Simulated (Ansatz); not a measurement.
# Dielectric response of ZnS (10-10) films, part 5 of 5

Aim: the electronic and static ε of wurtzite ZnS (10-10) from films of three thicknesses in a field.

Ansatz 0.2.0; plane-wave DFT, PBE, Ansatz PAW (set soft_1); PAW set soft_1 (the session's first sound run).

So far. Step 26 (The bulk crystal): The gap is 2.17 eV. Step 27 (Band edges against the vacuum, levels PBE): The program warns that the averaged potential varies by 0.11 eV in the slab's middle, which these edges carry as an error.

## 28. The bulk with HSE06, k-mesh 6×6×4

This step: plane-wave DFT, HSE06, Ansatz PAW (set soft_1); PAW set soft_1 (Ansatz 0.2.0).

System of this step: wurtzite ZnS. It takes space group P6_3mc (No. 186, hexagonal). The conventional cell has a = 3.820 Å, b = 3.820 Å, c = 6.260 Å, α = 90.00°, β = 90.00°, γ = 120.00°. Nearest to Zn lie 4 S at 2.34 to 2.35 Å. Nearest to S lie 4 Zn at 2.34 to 2.35 Å. Farther neighbours and most contacts between anions are not listed.

A hybrid functional removes part of the gap error, and is affordable in the small bulk cell.

input.yaml

```yaml
crystal:
  lattice:
    - [3.82, 0.0, 0.0]
    - [-1.91, 3.3082170425, 0.0]
    - [0.0, 0.0, 6.26]
  atoms:
    - { symbol: Zn, position: [0.3333333333, 0.6666666667, 0.0] }
    - { symbol: Zn, position: [0.6666666667, 0.3333333333, 0.5] }
    - { symbol: S, position: [0.3333333333, 0.6666666667, 0.375] }
    - { symbol: S, position: [0.6666666667, 0.3333333333, 0.875] }
kpoints:
  mp_grid: { grid: [6, 6, 4] }
hamiltonian:
  xc: hse06
  pseudopotentials: { kind: paw, azcp: { folder: soft_1 } }
scf:
  occupations: { method: fixed }
  convergence: { dr2_threshold: 1.0e-08 }
output:
  eigenvalues: true
checkpoint:
  write: bulk-hse.run
  compress: false
  write_wavefunctions: false
```

Started as:

```
> ansatz run input.yaml --threads 4 --pin off --max-ram 8192MiB --backend cpu --events-out ev --progress --plain --runs-dir out
```

Numbers of over 12 decimals in the logs are rounded to 6 here.

The log of the run:

```text
[...]
davidson cushion auto → on  (no smearing: the cushion is to keep the highest requested band from converging to the state above it; pin scf.eigensolver.cushion to override)
Crystal: 4 atoms, lattice volume = 79.110 Å³
Basis set: ecut = 420 eV, 1545 PW (Γ)
Bands: 22, of which v1, the nominal top of the filled ones, is band 18 counted from 1 (17 counted from 0)
Symmetry: 12 space group operations
[...]
k-points: 21 of 144 (time reversal used)
[...]
SCF iter   1: F=—  HF=-8445.534786 eV  |F-HF|=—  |Δ(HF+E_count)|=         —  Δρ=4.56e-2  dr2=9.33e-1  ethr=1.00e-1  ⟨swp⟩=7.1  Hψ=1621  notcnv=0
[...]
SCF iter   5: F=-8445.450448 eV  HF=-8445.450649 eV  |F-HF|=2.01e-4  |Δ(HF+E_count)|=   6.50e-6  Δρ=7.16e-4  dr2=4.34e-4  ethr=1.17e-6  ⟨swp⟩=4.1  Hψ=2674  notcnv=0  defer=3
SCF 1 stopped early in 5 iterations: F = -8445.450448 eV  dr2 = 4.34e-4
[...]
Exchange kernel: α = 0.2500, screened, ω = 0.2079 Å⁻¹, Wigner–Seitz truncation, v(0) = 1046.6124 eV·Å³, q-mesh 6×6×4, nearest image of the exchange supercell L = 22.92 Å, pair-density grid 18×18×30, without the augmentation charges, whose exchange is taken in its separable form by FFT convolution over the k-point mesh (sized by the pseudopotential files, 24×24×45 at the most), smooth part of the exact exchange by density-matrix convolution
Frozen-core exchange: fock
SCF iter   1: F=—  HF=-8446.856753 eV  |F-HF|=—  |Δ(HF+E_count)|=         —  Δρ=2.31e-2  dr2=2.13e-1  ethr=1.20e-5  ⟨swp⟩=7.2  Hψ=2805  notcnv=0
[...]
SCF iter   7: F=-8446.807029 eV  HF=-8446.807029 eV  |F-HF|=1.27e-7  |Δ(HF+E_count)|=   2.77e-5  Δρ=3.07e-5  dr2=7.26e-7  ethr=1.44e-8  ⟨swp⟩=4.0  Hψ=1830  notcnv=0
SCF 2 stopped early in 7 iterations: F = -8446.807029 eV  dr2 = 7.26e-7
[...]
hybrid outer 1: dexx = +2.164e-2 eV, tail = 8.77e-5 eV
[...]
Frozen-core exchange: fock
SCF iter   1: F=—  HF=-8446.805916 eV  |F-HF|=—  |Δ(HF+E_count)|=         —  Δρ=7.05e-5  dr2=3.86e-6  ethr=1.22e-6  ⟨swp⟩=3.4  Hψ=1113  notcnv=0
[...]
SCF iter   5: F=-8446.805921 eV  HF=-8446.805921 eV  |F-HF|=1.63e-9  |Δ(HF+E_count)|=   1.84e-7  Δρ=2.08e-6  dr2=4.58e-9  ethr=2.40e-12  ⟨swp⟩=6.7  Hψ=2180  notcnv=0  defer=18
SCF 3 converged in 5 iterations: F = -8446.805921 eV  dr2 = 4.58e-9
[...]
hybrid outer 2: dexx = +2.478e-6 eV, tail = 4.43e-8 eV, Δε = 4.65e-3 eV (about 1.21e-4 eV left of the loop's levels)
the search or the solves at the SCF's close seem to have found levels that the self-consistency loop had missed (the run counts 1). By its estimate they hold under 1e-12 electrons; where the run keeps them, the occupations were computed again with them
hybrid SCF converged: 2 outer / 12 inner (+5 warm-up), last move |dexx| = 2.48e-6 eV, tail = 4.43e-8 eV
[...]
Free energy (F): -8446.805918 eV
Frozen-core exchange: fock
[...]
Internal energy: -8446.805918 eV  (E = F + TS)
E sigma→0 (E₀):  -8446.805918 eV
Fermi energy:    5.024247 eV
[...]
--- Band table (eV; the first three rows and the last of 21) ---
  k-point 0: bands = [... 14 lower, 4.0843, 4.9526, 5.0242, 5.0242, 8.4214, 9.3371, 12.6153, 12.6153]
  k-point 1: bands = [... 14 lower, 4.2120, 4.2120, 4.8755, 4.8755, 9.3073, 9.5014, 12.5605, 12.7034]
  k-point 2: bands = [... 14 lower, 4.5333, 4.5333, 4.5333, 4.5333, 9.8239, 9.8239, 13.0671, 13.0671]
  k-point 20: bands = [... 14 lower, 1.7873, 1.7873, 3.6272, 3.6272, 10.7689, 10.7689, 12.5023, 12.5023]
```

Run time: 17 s. Hardware: 4 threads of Arm Neoverse V1, shared host; peak memory 2 GiB; 60 s of CPU time.

This step gave:

| Item | Value |
| --- | --- |
| gap on the k-mesh | 3.397 eV |

The gap is 3.40 eV.

## 29. Band edges against the vacuum, levels HSE06

This step: plane-wave DFT, PBE, Ansatz PAW (set soft_1); band edges against the vacuum, bulk levels by HSE06; PAW set soft_1 (Ansatz 0.2.0).

System of this step: ZnS (10-10), 6 units. The cell holds 24 atoms: 12 Zn and 12 S. Cell: a = 3.820 Å, b = 6.260 Å, c = 35.644 Å, α = 90.0°, β = 90.0°, γ = 90.0°. It derives from ZnS (wurtzite ZnS). Vacuum lies along c.

The same line-up with the hybrid's levels.

align.yaml

```yaml
surface:
  bulk: { run: bulk.run, levels_from: { run: bulk-hse.run } }
  slab: { run: end6.run, axis: 3 }
  face: plus
  period: 3.30822
```

Started as:

```
> ansatz align-bands align.yaml -- --threads 4 --pin off
```

The log of the run:

```text
plus face
ionisation energy 6.671 eV
electron affinity 3.274 eV
  bulk: levels by hse06 on the potential of pbe; from 16.17 to 19.48 Å its average varies by 0.1140 eV and climbs by +0.0000; the bulk's density to 1.20 % (its layers are strained against the bulk's: take a thicker slab or side, or run the bulk at their strain)
  vacuum: slopes by 0.0000 eV/Å; line-up 9.1279 eV
  of the bulk's run: of the levels' run: its band edges are its mesh's, and a band can turn off it. A run with kpoints.band_path: { path: [VBM, CBM], npoints: 1 } finds the zone's; its band edges are of a coarser mesh than the slab's or the interface's, whose density can shift them: a run under levels_from is taken as it is
[...]
```

The job ended after 0.09 s (4 threads).

This step gave:

```
ionisation energy : 6.671 eV
electron affinity : 3.274 eV
```

Check by hand: ionisation energy less affinity, 6.67 − (3.27) = 3.40 eV, is the bulk gap at this level.

The program warns that the averaged potential varies by 0.11 eV in the slab's middle, which these edges carry as an error.

## 30. Varying the input: kpoints.mp_grid.grid = [10, 5, 1]

This step: plane-wave DFT, PBE, Ansatz PAW (set soft_1) (Ansatz 0.2.0).

System of this step: ZnS (10-10), 3 units. The cell holds 12 atoms: 6 Zn and 6 S. Its edges and angles: a = 3.820 Å, b = 6.260 Å, c = 25.719 Å, α = 90.0°, β = 90.0°, γ = 90.0°. It derives from ZnS (wurtzite ZnS). Vacuum lies along c.

A run with a changed input: it repeats the earlier run at 0.05 V/Å, 3 units with kpoints.mp_grid.grid from [8, 4, 1] to [10, 5, 1].

input.yaml

```yaml
crystal:
  lattice:
    - [3.82, 0.0, 0.0]
    - [0.0, 6.26, 0.0]
    - [0.0, 0.0, 25.7191730991]
  atoms:
    - { symbol: Zn, position: [0.0, 0.0437158478, 0.3685443891] }
    - { symbol: S, position: [0.0, 0.3797342165, 0.3409675472] }
    - { symbol: Zn, position: [0.5, 0.4815489856, 0.3858998741] }
    - { symbol: S, position: [0.5, 0.8650903971, 0.39322241] }
    - { symbol: Zn, position: [0.5, -0.0107065304, 0.4814759281] }
    - { symbol: S, position: [0.5, 0.3656170786, 0.4755953325] }
    - { symbol: Zn, position: [0.0, 0.48929347, 0.5185240716] }
    - { symbol: S, position: [0.0, 0.8656170784, 0.5244046681] }
    - { symbol: Zn, position: [0.0, -0.0184510125, 0.6141001254] }
    - { symbol: S, position: [0.0, 0.365090399, 0.6067775904] }
    - { symbol: Zn, position: [0.5, 0.5437158504, 0.6314556109] }
    - { symbol: S, position: [0.5, 0.8797342194, 0.6590324527] }
kpoints:
  mp_grid: { grid: [10, 5, 1] }
hamiltonian:
  xc: pbe
  pseudopotentials: { kind: paw, azcp: { folder: soft_1 } }
scf:
  occupations: { method: fixed }
  convergence: { dr2_threshold: 1.0e-10 }
efield:
  axis: 3
  dipole_correction: true
  ramp_position: 0.97
  ramp_width: 0.06
  amplitude: 0.05
output:
  write_potential: true
  write_density: true
  volumetric_format: npy
```

Started as:

```
> ansatz run input.yaml --threads 4 --pin off --max-ram 8192MiB --backend cpu --events-out ev --progress --plain --runs-dir out
```

The log of the run:

```text
[...]
Crystal: 12 atoms, lattice volume = 615.028 Å³
Basis set: ecut = 420 eV, 12077 PW (Γ)
Bands: 66, of which v1, the nominal top of the filled ones, is band 54 counted from 1 (53 counted from 0)
Symmetry: 2 space group operations
k-points: 18 of 50 (time reversal used)
[...]
SCF iter   1: F=—  HF=-25338.294189 eV  |F-HF|=—  |Δ(HF+E_count)|=         —  Δρ=3.04e-2  dr2=9.85e0  ethr=3.10e-3  p=0.064 e·Å  D=1.87e-2 V/Å  ΔV_dip=-0.48 eV  dr2_dipole=2.90e-4  V_vac-E_F(+/−)=6.97/6.27 eV  ⟨swp⟩=7.1  Hψ=5638  notcnv=0  defer=156
[...]
SCF iter  15: F=-25335.244580 eV  HF=-25335.244580 eV  |F-HF|=8.37e-11  |Δ(HF+E_count)|=  5.57e-10  Δρ=6.59e-8  dr2=2.07e-11  ethr=1.00e-12  p=0.056 e·Å  D=1.65e-2 V/Å  ΔV_dip=-0.42 eV  dr2_dipole=2.29e-16  V_vac-E_F(+/−)=6.33/5.58 eV  ⟨swp⟩=1.4  Hψ=3307  notcnv=0
SCF 1 converged in 15 iterations: F = -25335.244580 eV  dr2 = 2.07e-11
[...]
SCF converged after 15 iterations
[...]
Free energy (F): -25335.244580 eV
[...]
Internal energy: -25335.244580 eV  (E = F + TS)
E sigma→0 (E₀):  -25335.244580 eV
Fermi energy:    -1.424308 eV
Dipole field:    D = 0.016513 V/Å  (p = 0.056125 e·Å, saw-weighted, corrected)
Work function:   not extracted (applied field tilts the vacuum); planar V_es + V_field profile in the machine report
[...]
--- Band table (eV; the first three rows and the last of 18) ---
  k-point 0: bands = [... 50 lower, -1.9805, -1.7304, -1.6196, -1.4243, 0.8153, 1.4860, 2.0016, 2.3473, ... 8 higher]
  k-point 1: bands = [... 50 lower, -1.9627, -1.8899, -1.7373, -1.5299, 1.3069, 1.6271, 2.0029, 2.1610, ... 8 higher]
  k-point 2: bands = [... 50 lower, -2.0239, -1.9578, -1.9271, -1.7750, 1.8285, 1.8747, 2.0604, 2.0914, ... 8 higher]
  k-point 17: bands = [... 50 lower, -2.7835, -2.7564, -2.5755, -2.5177, 1.9112, 1.9304, 2.5601, 2.5939, ... 8 higher]
```

The job ended after 46 s (4 threads; peak memory 1.5 GiB; 3 min of CPU time).

Numbers from this step:

| Property | Result |
| --- | --- |
| gap on the k-mesh | 2.240 eV |
| dipole along the normal | 0.05612 e·Å |

```csv
quantity,this run,earlier run,difference
dipole along the normal (e·Å),0.05612,0.05613,-4.8e-7
gap on the k-mesh (eV),2.240,2.240,5.4e-5
```

Nothing in the table moves by 0.01 in its unit (for the dipole 0.5 % and 5e-5 e·Å).

## 31. A changed input: hamiltonian.xc = "pbesol"

This step: plane-wave DFT, PBE, Ansatz PAW (set soft_1), but for the change named below (Ansatz 0.2.0).

Another changed input: it repeats the earlier run at 0.05 V/Å, 3 units with hamiltonian.xc from pbe to pbesol.

input.yaml: that of step 30 with these lines changed.

```diff
@@ -19,6 +19,6 @@
 kpoints:
-  mp_grid: { grid: [10, 5, 1] }
+  mp_grid: { grid: [8, 4, 1] }
 hamiltonian:
-  xc: pbe
-  pseudopotentials: { kind: paw, azcp: { folder: soft_1 } }
+  xc: pbesol
+  pseudopotentials: { kind: paw, azcp: { folder: soft_1 }, xc_functional: pbe }
 scf:
```

The log of the run:

```text
[...]
Crystal: 12 atoms, lattice volume = 615.028 Å³
Basis set: ecut = 420 eV, 12077 PW (Γ)
Bands: 66, of which v1, the nominal top of the filled ones, is band 54 counted from 1 (53 counted from 0)
Symmetry: 2 space group operations
k-points: 15 of 32 (time reversal used)
[...]
SCF iter   1: F=—  HF=-25005.986970 eV  |F-HF|=—  |Δ(HF+E_count)|=         —  Δρ=3.00e-2  dr2=9.01e0  ethr=3.10e-3  p=0.064 e·Å  D=1.87e-2 V/Å  ΔV_dip=-0.48 eV  dr2_dipole=2.79e-4  V_vac-E_F(+/−)=6.98/6.28 eV  ⟨swp⟩=7.1  Hψ=4810  notcnv=0  defer=135
[...]
SCF iter  15: F=-25003.122463 eV  HF=-25003.122463 eV  |F-HF|=1.46e-10  |Δ(HF+E_count)|=  3.42e-10  Δρ=7.87e-8  dr2=2.59e-11  ethr=1.00e-12  p=0.056 e·Å  D=1.66e-2 V/Å  ΔV_dip=-0.43 eV  dr2_dipole=2.31e-18  V_vac-E_F(+/−)=6.35/5.60 eV  ⟨swp⟩=21.2  Hψ=5854  notcnv=0
SCF 1 converged in 15 iterations: F = -25003.122463 eV  dr2 = 2.59e-11
[...]
SCF converged after 15 iterations
[...]
Free energy (F): -25003.122463 eV
[...]
Internal energy: -25003.122463 eV  (E = F + TS)
E sigma→0 (E₀):  -25003.122463 eV
Fermi energy:    -1.479854 eV
Dipole field:    D = 0.016568 V/Å  (p = 0.056313 e·Å, saw-weighted, corrected)
Work function:   not extracted (applied field tilts the vacuum); planar V_es + V_field profile in the machine report
[...]
--- Band table (eV; the first three rows and the last of 15) ---
  k-point 0: bands = [... 50 lower, -2.0371, -1.7794, -1.6831, -1.4799, 0.6788, 1.3613, 1.8544, 2.2138, ... 8 higher]
  k-point 1: bands = [... 50 lower, -2.0372, -1.9734, -1.8608, -1.6421, 1.3688, 1.5548, 1.8743, 1.9202, ... 8 higher]
  k-point 2: bands = [... 50 lower, -2.0760, -2.0311, -1.9819, -1.9338, 1.7220, 1.7482, 1.9692, 2.0057, ... 8 higher]
  k-point 14: bands = [... 50 lower, -2.9476, -2.9350, -2.6991, -2.6405, 1.8643, 1.8848, 2.2962, 2.3166, ... 8 higher]
```

Wall time 31 s (4 threads); peak memory 1.4 GiB; 2.1 min of CPU time.

Numbers from this step:

| Quantity | Value |
| --- | --- |
| gap on the k-mesh | 2.159 eV |
| dipole along the normal | 0.05631 e·Å |

```csv
quantity,this run,earlier run,difference
dipole along the normal (e·Å),0.05631,0.05613,1.9e-4
gap on the k-mesh (eV),2.159,2.240,-0.081
```

What moves beyond 0.01 in its unit (for the dipole 0.5 % and 5e-5 e·Å): gap on the k-mesh (-0.0809 eV).

## 32. Summary of results

* electronic ε from the thickness series: 5.89
* static ε from the thickness series: 9.22
* local electronic ε, middle of 6 units: 5.86
* ionisation energy, levels by PBE: 5.94 eV
* electron affinity, levels by PBE: 3.77 eV
* ionisation energy, levels by HSE06: 6.67 eV
* electron affinity, levels by HSE06: 3.27 eV

**Reading.** The films give an electronic ε of 5.89 and a static ε of 9.22. The slope of the series and the field inside the thickest film give 5.89 and 5.86, in agreement. Ions raise ε from 5.89 to 9.22. The static value rests on two thicknesses alone. HSE06 levels deepen the valence edge by 0.73 eV on the same PBE surface dipole. The alignment warns that the averaged potential still varies by 0.11 eV in the slab's middle, which the band edges carry as an error. The in-plane lattice constants are held at typed bulk values. Semilocal functionals tend to overestimate the electronic ε a little.

[Logs are printed without paths, hosts, clocks, repeated set-up lines and the standing remarks that a program may print on its own settings, such as how far it seeks lower states.]

[Hosts, paths, dates, database ids (printed as entryN), source tags and the programs' standing remarks are cut or masked in the printed files.]

[Maps of the electrostatic potential energy from Ansatz leave out the sawtooth potential of an applied field or a dipole correction, so their vacuum need not be flat; planar profiles and work functions include it.]
